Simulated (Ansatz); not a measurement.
## O started on a Ti site next to Ti started in the widest void in rutile TiO2, 73 atoms, charge +1

All numbers come from Ansatz (PAW, plane waves, no spin–orbit coupling) at the single k point (¼, ¼, ¼) without its symmetry partners. The atoms were relaxed with PBEsol in a fixed cell; other functionals are single points on those atoms unless said otherwise. The valence top and gap of the host come from its small cell on a dense mesh, with the band extrema sought between the mesh points, lined up by the mean potential, PBEsol gap 1.87 eV, r²SCAN gap 2.24 eV. The charge correction uses an assumed dielectric constant of 100.

Cell: a = 9.183 Å, b = 9.183 Å, c = 8.817 Å, α = 90.00°, β = 90.00°, γ = 90.00°.

Nearest atoms after relaxation, from the placed atom (for vacancies from the middle of the vacant sites): O at 1.95 Å, O at 1.99 Å, O at 2.00 Å, Ti at 2.15 Å, O at 2.32 Å, O at 2.39 Å, O at 2.39 Å, Ti at 2.94 Å.

Chemical potentials μ are those of reference phases of the elements at zero temperature by the same functional (the usual solids, diamond for C, grey Sn, and the molecules H2, N2, O2, F2, Cl2, Br2 and S8).

| functional | E(defect) − E(host) − Σ nμ + q·E_VBM (eV) | monopole (eV) | alignment (eV) | formation energy at E_F = VBM (eV) | moment (μB) | wall time, shared host |
| --- | --- | --- | --- | --- | --- | --- |
| PBEsol | 4.65 | 0.02 | 0.03 | 4.70 | 3.0 | 29 s on NVIDIA GB300 (relaxation) |
| r²SCAN | 5.33 | 0.02 | 0.03 | 5.38 | 1.0 | 12 s on NVIDIA GB300 |

r²SCAN one-electron levels near the gap (the ten most localised at most), from the host's valence top, not corrected for the charge's images:

| level (eV) | spin | filling | atoms sharing it | element of the atom with most weight |
| --- | --- | --- | --- | --- |
| -0.19 | down | 1.00 | 40.1 | spread |
| -0.15 | up | 1.00 | 12.3 | O |
| -0.08 | up | 1.00 | 16.7 | O |
| -0.01 | down | 1.00 | 9.3 | O |
| 1.01 | up | 0.00 | 4.3 | O |
| 1.48 | down | 0.00 | 4.3 | O |
| 1.99 | down | 0.00 | 4.2 | O |

All elements are taken at their own reference at once; growth conditions in equilibrium with the host shift these energies, by up to the host's formation enthalpy.

One k point and a cell of this size can leave errors of several tenths of an eV in such numbers.
